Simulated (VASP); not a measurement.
# SnO2 (Pnnm) in VASP: equation of state

How stiff is SnO2 in PBE, and what volume does it want? The cell is scaled to several volumes.

All numbers are computed with VASP 6.6.1; they aren't measurements. Logs are shortened: lines on timing, memory, paths and dates and some standing lists are left out, and cuts for length are marked.

## Step 1: Starting point

It takes space group Pnnm (No. 58, orthorhombic). The conventional cell has a = 4.788 Å, b = 4.867 Å, c = 3.241 Å, α = 90.00°, β = 90.00°, γ = 90.00°. Sn (site symmetry 2/m) has 6 O at 2.09 to 2.10 Å as nearest neighbours. O (site symmetry m) is surrounded by 3 Sn at 2.09 to 2.10 Å.

The cell is a database's computed one.

## Step 2: Equation of state, PBE, 11.83 Å³/atom (volume scaled by 0.94)

INCAR

```
SYSTEM = SnO2
ALGO = Normal
EDIFF = 1E-7
ENCUT = 520
GGA = PE
ISIF = 2
ISMEAR = -1
LASPH = .TRUE.
LCHARG = .FALSE.
LREAL = .FALSE.
LWAVE = .FALSE.
NBANDS = 35
NELM = 60
PREC = Accurate
SIGMA = 0.05
```

KPOINTS

```
k-points
0
G
  6 6 8
  0 0 0
```

POSCAR

```
SnO2
1.0
    4.6902622069      0.0000000000      0.0000000000
    0.0000000000      4.7672361241      0.0000000000
    0.0000000000      0.0000000000      3.1747386606
Sn O
2 4
Direct
    0.0000000000      0.0000000000      0.0000000000
    0.5000000000      0.5000000000      0.5000000000
    0.7081450000      0.6789580000      0.0000000000
    0.2081450000      0.8210420000      0.5000000000
    0.7918550000      0.1789580000      0.5000000000
    0.2918550000      0.3210420000      0.0000000000
```

Potentials or basis: VASP PAW PBE potentials, release 64 (Sn_d, O).

Command:

```bash
$ cat potpaw_PBE.64/Sn_d/POTCAR potpaw_PBE.64/O/POTCAR > POTCAR
$ mpirun -np 1 vasp_std > vasp.out
```

OUTCAR:

```text
SYSTEM = SnO2
   EDIFF = 1E-7
   ENCUT = 520
   GGA = PE
   ISIF = 2
   ISMEAR = -1
   LASPH = .TRUE.
   LREAL = .FALSE.
   NELM = 60
   PREC = Accurate

 Found     80 irreducible k-points:

 Following reciprocal coordinates:
            Coordinates               Weight
  0.000000  0.000000  0.000000      1.000000
  0.166667  0.000000  0.000000      2.000000
  0.333333  0.000000  0.000000      2.000000
  0.500000  0.000000  0.000000      1.000000
  0.000000  0.166667  0.000000      2.000000
  0.166667  0.166667  0.000000      4.000000
   k-points           NKPTS =     80   k-points in BZ     NKDIM =     80   number of bands    NBANDS=     35
   number of dos      NEDOS =    301   number of ions     NIONS =      6
   total plane-waves  NPLWV =  31104
   dimension x,y,z NGX =    36 NGY =   36 NGZ =   24
   dimension x,y,z NGXF=    72 NGYF=   72 NGZF=   48
   ions per type =               2   4
   NGX,Y,Z   is equivalent  to a cutoff of  12.76, 12.55, 12.57 a.u.
   NGXF,Y,Z  is equivalent  to a cutoff of  25.52, 25.11, 25.14 a.u.
 SYSTEM =  SnO2
   PREC   = accura    normal or accurate (medium, high low for compatibility)
   ISTART =      0    job   : 0-new  1-cont  2-samecut
   ICHARG =      2    charge: 1-file 2-atom 10-const
   ISPIN  =      1    spin polarized calculation?
   LNONCOLLINEAR =      F non collinear calculations
   LSORBIT =      F    spin-orbit coupling
   LASPH  =      T    aspherical Exc in radial PAW
   ENCUT  =  520.0 eV  38.22 Ry    6.18 a.u.   8.72  8.86  5.90*2*pi/ulx,y,z
   NELM   =     60;   NELMIN=  2; NELMDL= -5     # of ELM steps
   EDIFF  = 0.1E-06   stopping-criterion for ELM
   LREAL  =      F    real-space projection
   EDIFFG = 0.1E-05   stopping-criterion for IOM
   NSW    =      0    number of steps for IOM
   IBRION =     -1    ionic relax: 0-MD 1-quasi-New 2-CG
   NFREE  =      0    steps in history (QN), initial steepest desc. (CG)
   ISIF   =      2    stress and relaxation
   ISYM   =      2    0-nonsym 1-usesym 2-fastsym
   POTIM  = 0.5000    time-step for ionic-motion
   TEBEG  =    0.0;   TEEND  =   0.0 temperature during run
   PSTRESS=    0.0 pullay stress
   NELECT =      52.0000    total number of electrons
   NUPDOWN=      -1.0000    fix difference up-down
   EMIN   =  10.00;   EMAX   =-10.00  energy-range for DOS
   EFERMI =   0.00;   METHOD = LEGACY
   ISMEAR =    -1;   SIGMA  =   0.05  broadening in eV -4-tet -1-fermi 0-gaus
   EFERMI_NEDOS =   21; number of points for ismear=-14 and -15
   IALGO  =     38    algorithm
   IMIX   =      4    mixing-type and parameters
     AMIX     =   0.40;   BMIX     =  1.00
     AMIX_MAG =   1.60;   BMIX_MAG =  1.00
  volume/ion in A,a.u.               =      11.83        79.84
  Fermi-wavevector in a.u.,A,eV,Ry     =   1.475770  2.788801 29.632091  2.177897
  Thomas-Fermi vector in A             =   2.590379
   LORBIT       =      0    0 simple, 1 ext, 2 COOP (PROOUT), +10 PAW based schemes
   GGA     = PE    functional components
   LHFCALC =     F    Hartree Fock is set to
   AEXX    =    0.0000 exact exchange contribution
   IVDW    =     0    specifies the selected vdW correction
   LEPSILON=     F    determine dielectric tensor
   LRPA    =     F    only Hartree local field effects (RPA)
 non-spin polarized calculation
  energy-cutoff  :      520.00
  volume of cell :       70.99
 maximum number of plane-waves:      1932
 NGX is ok and might be reduce to    36
   NGX = 17   NGY = 17   NGZ = 11

 number of electron      51.9999989 magnetization

 Free energy of the ion-electron system (eV)
  ---------------------------------------------------
  ext. energy  EPLUGINS =         0.00000000
  ---------------------------------------------------
  free energy    TOTEN  =       -37.11793159 eV

  energy without entropy =      -37.11793158  energy(sigma->0) =      -37.11793158

 E-fermi :   6.8999     XC(G=0): -11.3035

 val. band max:        6.1639494107   @ k =   0.0000   0.0000   0.0000
 cond. band min:       7.5945884889   @ k =   0.0000   0.0000   0.0000
 fundamental gap:      1.4306390782
 Fermi energy:         6.8998534055

 k-point     1 :       0.0000    0.0000    0.0000
  band No.  band energies     occupation
      1     -14.8808      2.00000
      2     -14.0891      2.00000
      3     -13.7999      2.00000
      4     -13.7776      2.00000
      5     -13.7733      2.00000
      6     -13.6965      2.00000
[... 27 lines left out ...]
     34      18.6196      0.00000
     35      18.7935      0.00000

 k-point     2 :       0.1667    0.0000    0.0000
  band No.  band energies     occupation
      1     -14.8371      2.00000
      2     -14.1367      2.00000
      3     -13.7998      2.00000
      4     -13.7755      2.00000
      5     -13.7716      2.00000
      6     -13.7369      2.00000
[... 27 lines left out ...]
     34      18.6228      0.00000
     35      18.8223      0.00000

 k-point     3 :       0.3333    0.0000    0.0000
  band No.  band energies     occupation
      1     -14.7102      2.00000
      2     -14.2970      2.00000
      3     -13.7995      2.00000
      4     -13.7839      2.00000
      5     -13.7709      2.00000
      6     -13.7684      2.00000
[... 27 lines left out ...]
     34      18.8141      0.00000
     35      19.0248      0.00000

 k-point     4 :       0.5000    0.0000    0.0000
  band No.  band energies     occupation
      1     -14.5162      2.00000
      2     -14.5162      2.00000
      3     -13.7975      2.00000
      4     -13.7975      2.00000
      5     -13.7676      2.00000
      6     -13.7676      2.00000
[... 27 lines left out ...]
     34      19.0325      0.00000
     35      19.0501      0.00000

 k-point     5 :       0.0000    0.1667    0.0000
  band No.  band energies     occupation
      1     -14.8373      2.00000
      2     -14.1377      2.00000
      3     -13.8000      2.00000
      4     -13.7753      2.00000
      5     -13.7716      2.00000
      6     -13.7364      2.00000
[... 27 lines left out ...]
     34      18.3519      0.00000
     35      18.7954      0.00000

 k-point     6 :       0.1667    0.1667    0.0000
  band No.  band energies     occupation
      1     -14.8039      2.00000
      2     -14.1938      2.00000
      3     -13.8000      2.00000
      4     -13.7765      2.00000
      5     -13.7688      2.00000
      6     -13.7561      2.00000
[... 27 lines left out ...]
     34      18.4605      0.00000
     35      18.8688      0.00000

 [... further k-points ...]

------------------------ aborting loop because EDIFF is reached ----------------------------------------

  FORCE on cell =-STRESS in cart. coord.  units (eV):
  Direction    XX          YY          ZZ          XY          YZ          ZX
  --------------------------------------------------------------------------------------
  -------------------------------------------------------------------------------------
  Total        5.2776135      5.1518502      6.9225373      0.0000000      0.0000000      0.0000000
  in kB      119.1177267    116.2792017    156.2442772      0.0000000      0.0000000      0.0000000
  external PRESSURE =     130.5470685 kB  Pullay stress =       0.0000000 kB

 VOLUME and BASIS-vectors are now :
 -----------------------------------------------------------------------------
  energy-cutoff  :      520.00
  volume of cell :       70.99
      direct lattice vectors                 reciprocal lattice vectors
     4.690262207  0.000000000  0.000000000     0.213207696  0.000000000  0.000000000
     0.000000000  4.767236124  0.000000000     0.000000000  0.209765150  0.000000000
     0.000000000  0.000000000  3.174738661     0.000000000  0.000000000  0.314986557

 POSITION                                       TOTAL-FORCE (eV/Angst)
 -----------------------------------------------------------------------------------
      0.00000      0.00000      0.00000         0.000000      0.000000      0.000000
      2.34513      2.38362      1.58737         0.000000      0.000000      0.000000
      3.32139      3.23675      0.00000         0.164174      0.167169      0.000000
      0.97625      3.91410      1.58737         0.164174     -0.167169      0.000000
      3.71401      0.85314      1.58737        -0.164174      0.167169      0.000000
      1.36888      1.53048      0.00000        -0.164174     -0.167169      0.000000
 -----------------------------------------------------------------------------------
    total drift:                                0.000000      0.000000      0.000000

  FREE ENERGIE OF THE ION-ELECTRON SYSTEM (eV)
  ---------------------------------------------------
  free  energy   TOTEN  =       -37.1179315880 eV

  energy  without entropy=      -37.1179315778  energy(sigma->0) =      -37.11793158
```

Wall time 2.1 min (1 thread of AMD EPYC 9R45 (Zen 5), shared host); peak memory 0.24 GiB.

What came out:

- Free energy: -37.1179 eV
- Pressure: 13.1 GPa
- Largest force: 0.234 eV/Å
- Band gap on the k mesh: 1.43 eV, direct

Caveat: spin-orbit coupling is left out, which moves the levels of the heavy elements.

## Step 3: Equation of state, PBE, 12.08 Å³/atom (volume scaled by 0.96)

INCAR

```
SYSTEM = SnO2
PREC     = Accurate       ! precision mode
ENCUT    = 520            ! plane-wave cutoff, eV
EDIFF    = 1E-7           ! SCF threshold, eV
ISMEAR   = -1             ! smearing method
SIGMA    = 0.05           ! smearing width, eV
LREAL    = .False.        ! projectors in reciprocal space
LASPH    = .True.         ! aspherical terms in the spheres
NELM     = 60             ! most SCF steps
ALGO     = Normal         ! electronic algorithm
ISIF     = 2              ! what is computed and relaxed
LWAVE    = .False.        ! write WAVECAR
LCHARG   = .False.        ! write CHGCAR
GGA      = PE             ! functional
NBANDS   = 35             ! bands
```

KPOINTS

```
regular mesh
0
Gamma
  6 6 8
  0 0 0
```

Changes to POSCAR since step 2:

```diff
@@ -2,5 +2,5 @@
 1.0
-    4.6902622069      0.0000000000      0.0000000000
-    0.0000000000      4.7672361241      0.0000000000
-    0.0000000000      0.0000000000      3.1747386606
+    4.7232933107      0.0000000000      0.0000000000
+    0.0000000000      4.8008093156      0.0000000000
+    0.0000000000      0.0000000000      3.1970967117
 Sn O
```

Potentials or basis: VASP PAW PBE potentials, release 64 (Sn_d, O).

Command:

```bash
$ cat potpaw_PBE.64/Sn_d/POTCAR potpaw_PBE.64/O/POTCAR > POTCAR
$ mpirun -np 1 vasp_std > vasp.out
```

Wall time 2 min (1 thread of AMD EPYC 9R45 (Zen 5), shared host); peak memory 0.24 GiB.

The run converged. Its results:

| Quantity | Value |
| --- | --- |
| Free energy | -37.2199 eV |
| Pressure | 8.2 GPa |
| Largest force | 0.152 eV/Å |
| Band gap on the k mesh | 1.20 eV, direct |

Caveat: spin-orbit coupling is left out, which moves the levels of the heavy elements.

## Step 4: Equation of state, PBE, 12.33 Å³/atom (volume scaled by 0.98)

INCAR

```
SYSTEM = SnO2
PREC = Accurate ; ENCUT = 520
EDIFF = 1E-7 ; ISMEAR = -1
SIGMA = 0.05 ; LREAL = .FALSE.
LASPH = .TRUE. ; NELM = 60
ALGO = Normal ; ISIF = 2
LWAVE = .FALSE. ; LCHARG = .FALSE.
GGA = PE ; NBANDS = 35
```

KPOINTS

```
Automatic mesh
0
G
  6 6 8
  0 0 0
```

Changes to POSCAR since step 3:

```diff
@@ -2,5 +2,5 @@
 1.0
-    4.7232933107      0.0000000000      0.0000000000
-    0.0000000000      4.8008093156      0.0000000000
-    0.0000000000      0.0000000000      3.1970967117
+    4.7558687767      0.0000000000      0.0000000000
+    0.0000000000      4.8339193917      0.0000000000
+    0.0000000000      0.0000000000      3.2191463513
 Sn O
```

Command:

```bash
$ cat potpaw_PBE.64/Sn_d/POTCAR potpaw_PBE.64/O/POTCAR > POTCAR
$ mpirun -np 1 vasp_std > vasp.out
```

Wall time 2 min (1 thread of AMD EPYC 9R45 (Zen 5), shared host); peak memory 0.24 GiB.

The run converged. Its results:

| Quantity | Value |
| --- | --- |
| Free energy | -37.2785 eV |
| Pressure | 3.9 GPa |
| Largest force | 0.087 eV/Å |
| Band gap on the k mesh | 0.99 eV, direct |

Caveat: spin-orbit coupling is left out, which moves the levels of the heavy elements.

## Step 5: Equation of state, PBE, 12.84 Å³/atom (volume scaled by 1.02)

INCAR

```
PREC = Accurate
ENCUT = 520
EDIFF = 1E-7
ISMEAR = -1
SIGMA = 0.05
LREAL = F
LASPH = T
NELM = 80
ALGO = Normal
ISIF = 2
LWAVE = F
LCHARG = F
GGA = PE
NBANDS = 35
```

KPOINTS

```
Automatic mesh
0
Gamma
  6 6 8
```

Changes to POSCAR since step 4:

```diff
@@ -2,5 +2,5 @@
 1.0
-    4.7558687767      0.0000000000      0.0000000000
-    0.0000000000      4.8339193917      0.0000000000
-    0.0000000000      0.0000000000      3.2191463513
+    4.8197135599      0.0000000000      0.0000000000
+    0.0000000000      4.8988119591      0.0000000000
+    0.0000000000      0.0000000000      3.2623615262
 Sn O
```

Command:

```bash
$ cat potpaw_PBE.64/Sn_d/POTCAR potpaw_PBE.64/O/POTCAR > POTCAR
$ mpirun -np 1 vasp_std > vasp.out
```

It took 2.2 min on 1 thread of AMD EPYC 9R45 (Zen 5), shared host; peak memory 0.26 GiB.

Results (log left out):

```
Free energy            : -37.2849 eV
Pressure               : -3.4 GPa
Largest force          : 0.105 eV/Å
Band gap on the k mesh : 0.63 eV, direct
```

Caveat: spin-orbit coupling is left out, which moves the levels of the heavy elements.

## Step 6: Equation of state, PBE, 13.09 Å³/atom (volume scaled by 1.04)

INCAR

```
SYSTEM = SnO2
PREC = Accurate
ENCUT = 520
EDIFF = 1E-7
ISMEAR = -1
SIGMA = 0.05
LREAL = .False.
LASPH = .True.
NELM = 100
ALGO = Normal
ISIF = 2
LWAVE = .False.
LCHARG = .False.
GGA = PE
NBANDS = 35
```

KPOINTS

```
Automatic mesh
0
Gamma
  6 6 8
  0 0 0
```

Changes to POSCAR since step 5:

```diff
@@ -2,5 +2,5 @@
 1.0
-    4.8197135599      0.0000000000      0.0000000000
-    0.0000000000      4.8988119591      0.0000000000
-    0.0000000000      0.0000000000      3.2623615262
+    4.8510112781      0.0000000000      0.0000000000
+    0.0000000000      4.9306233178      0.0000000000
+    0.0000000000      0.0000000000      3.2835462855
 Sn O
```

Potentials or basis: VASP PAW PBE potentials, release 64 (Sn_d, O).

Command:

```bash
$ cat potpaw_PBE.64/Sn_d/POTCAR potpaw_PBE.64/O/POTCAR > POTCAR
$ mpirun -np 1 vasp_std > vasp.out
```

Wall time 2.3 min (1 thread of AMD EPYC 9R45 (Zen 5), shared host); peak memory 0.25 GiB.

The run converged. Its results:

```yaml
Free_energy: -37.2408 eV
Pressure: -6.4 GPa
Largest_force: 0.158 eV/Å
Band_gap_on_the_k_mesh: 0.47 eV, indirect (least direct gap 0.50 eV)
```

Caveat: spin-orbit coupling is left out, which moves the levels of the heavy elements.

## Step 7: Equation of state, PBE, 13.34 Å³/atom (volume scaled by 1.06)

INCAR

```
SYSTEM = SnO2
  PREC = Accurate
  ENCUT = 520
  EDIFF = 1E-7
  ISMEAR = -1
  SIGMA = 0.05
  LREAL = .FALSE.
  LASPH = .TRUE.
  NELM = 60
  ALGO = Normal
  ISIF = 2
  LWAVE = .FALSE.
  LCHARG = .FALSE.
  GGA = PE
  NBANDS = 35
```

KPOINTS

```
Automatic mesh
0
G
  6 6 8
  0 0 0
```

Changes to POSCAR since step 6:

```diff
@@ -2,5 +2,5 @@
 1.0
-    4.8510112781      0.0000000000      0.0000000000
-    0.0000000000      4.9306233178      0.0000000000
-    0.0000000000      0.0000000000      3.2835462855
+    4.8819102722      0.0000000000      0.0000000000
+    0.0000000000      4.9620294086      0.0000000000
+    0.0000000000      0.0000000000      3.3044611570
 Sn O
```

Command:

```bash
$ cat potpaw_PBE.64/Sn_d/POTCAR potpaw_PBE.64/O/POTCAR > POTCAR
$ mpirun -np 1 vasp_std > vasp.out
```

It took 2.6 min on 1 thread of AMD EPYC 9R45 (Zen 5), shared host; peak memory 0.27 GiB.

The run converged. Its results:

```yaml
Free_energy: -37.1701 eV
Pressure: -9.0 GPa
Largest_force: 0.211 eV/Å
Band_gap_on_the_k_mesh: 0.35 eV, indirect (least direct gap 0.43 eV)
```

Caveat: spin-orbit coupling is left out, which moves the levels of the heavy elements.

## Step 8: Equation of state, PBE

This step only gathers the single runs of the series.

Results:

* Equilibrium volume: 12.60 Å³/atom
* Bulk modulus at fixed shape and positions: 179 GPa
* Pressure derivative of the bulk modulus: 5.0

Energy against volume, from the lowest point:
| volume (Å³/atom) | energy (meV/atom) |
| --- | --- |
| 11.831 | 30.14 |
| 12.083 | 13.15 |
| 12.334 | 3.38 |
| 12.586 | 0.00 |
| 12.838 | 2.32 |
| 13.090 | 9.66 |
| 13.341 | 21.45 |

Caveat: the cell was scaled at fixed shape and fractional positions, which overstates the stiffness of a crystal with free parameters, most of all of layers and chains.
